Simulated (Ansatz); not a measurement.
## Al: where the heat goes in a short trajectory

All numbers below come from DFT PBE+D3(BJ), scalar-relativistic, plane waves, PAW (Ansatz). The runs took a 420 eV cutoff, a shifted (0.5, 0.5, 0.5 steps) 2×2×2 mesh and Fermi–Dirac smearing (0.05 eV). The mesh is coarse. No spin polarisation.

16 atoms start on the lattice sites below (V = 265.3 Å³, 1.00 times the source cell's; static pressure -2.21 GPa, largest force component 0.00 eV/Å) with velocities drawn for 200 K; Langevin thermostat aiming at the same temperature, fixed cell, 119 steps of 6 fs.

```yaml
crystal:
  lattice:
    - [4.04796, 4.04796, -4.04796]
    - [-4.04796, -4.04796, -4.04796]
    - [-4.04796, 4.04796, 4.04796]
  atoms:
    - { symbol: Al, position: [0.25000, 0.75000, 0.00000] }
    - { symbol: Al, position: [0.50000, 0.50000, 0.00000] }
    - { symbol: Al, position: [0.75000, 0.25000, 0.00000] }
    - { symbol: Al, position: [0.75000, 0.75000, 0.50000] }
    - { symbol: Al, position: [0.00000, 0.75000, 0.25000] }
    - { symbol: Al, position: [0.25000, 0.50000, 0.25000] }
    - { symbol: Al, position: [0.50000, 0.25000, 0.25000] }
    - { symbol: Al, position: [0.75000, 0.00000, 0.25000] }
    - { symbol: Al, position: [0.00000, 0.00000, 0.00000] }
    - { symbol: Al, position: [0.50000, 0.75000, 0.75000] }
    - { symbol: Al, position: [0.75000, 0.50000, 0.75000] }
    - { symbol: Al, position: [0.00000, 0.50000, 0.50000] }
    - { symbol: Al, position: [0.25000, 0.25000, 0.50000] }
    - { symbol: Al, position: [0.50000, 0.00000, 0.50000] }
    - { symbol: Al, position: [0.00000, 0.25000, 0.75000] }
    - { symbol: Al, position: [0.25000, 0.00000, 0.75000] }
```

| t (fs) | T (K) | kinetic energy (meV/atom) | potential energy over the first frame (meV/atom) | P with the kinetic part (GPa) |
| --- | --- | --- | --- | --- |
| 0.0 | 188 | 24.2 | 0.0 | -2.05 |
| 48.0 | 83 | 10.7 | 18.0 | -1.49 |
| 96.0 | 204 | 26.4 | 14.7 | -1.51 |
| 144.0 | 163 | 21.0 | 15.8 | -1.50 |
| 192.0 | 170 | 22.0 | 18.5 | -1.40 |
| 240.0 | 172 | 22.2 | 26.7 | -1.11 |
| 288.0 | 204 | 26.4 | 22.1 | -1.25 |
| 336.0 | 186 | 24.0 | 20.5 | -1.33 |
| 384.0 | 180 | 23.3 | 9.1 | -1.68 |
| 432.0 | 182 | 23.6 | 19.5 | -1.38 |
| 480.0 | 198 | 25.6 | 25.8 | -1.15 |
| 528.0 | 187 | 24.1 | 23.3 | -1.26 |
| 576.0 | 208 | 26.9 | 21.2 | -1.30 |
| 624.0 | 146 | 18.9 | 24.4 | -1.21 |
| 672.0 | 168 | 21.7 | 16.5 | -1.49 |

T counts 3N degrees of freedom. Means over every step of the second half, not only the rows shown: T = 174 K, kinetic energy 22.5 meV/atom, potential energy 21.5 meV/atom, P = -1.31 GPa.

Task: Does the potential energy follow equipartition for harmonic vibrations?

Result: In a harmonic crystal each vibration holds as much potential as kinetic energy on average; T is counted on all 3N degrees of freedom here, and the thermostat also drives the centre of mass, which has no potential energy, so the share is (N − 1)/N of the kinetic energy, 21.1 meV/atom. The run has 21.5, a ratio of 1.02. That is near one, as for a crystal vibrating about its sites. The time step adds a little: a Verlet scheme lowers a mode's mean kinetic energy against its potential energy by the factor 1 − (ωΔt)²/4. So short a run gives a rough mean. Electronic entropy is part of the potential energy at this smearing.

Task: Split the rise of pressure into the kinetic part and the rest. Can a thermal Grüneisen parameter be estimated?

Result: The program counts the kinetic part as N k_B T/V = 0.15 GPa. The pressure lies 0.89 GPa over the static one in all, so the forces add 0.75 GPa. For a harmonic mode with ω ∝ V^(−γ) and an amplitude that scales with the cell, the forces add (2γ − 2/3)U/V, which needs no equipartition; when U equals the kinetic energy K, this and the kinetic part 2K/(3V) sum to the Mie–Grüneisen γE_th/V. With U = N × 21.5 meV, γ = 1/3 + V ΔP_forces/(2U) = 2.13, for harmonic vibrations a mean over the modes weighted by their potential energy, for uniform scaling of the cell (in a layered or otherwise anisotropic crystal this differs from γ under hydrostatic pressure). Most solids fall between 1 and 3, and tetrahedral, framework and layered ones often lower; anharmonic motion and pressure swings in a cell of 16 atoms make this value uncertain by tenths or more.

Cost: 1 run of about 10 core-minutes (earlier runs that led there not counted), on Arm Neoverse N1 (shared hosts).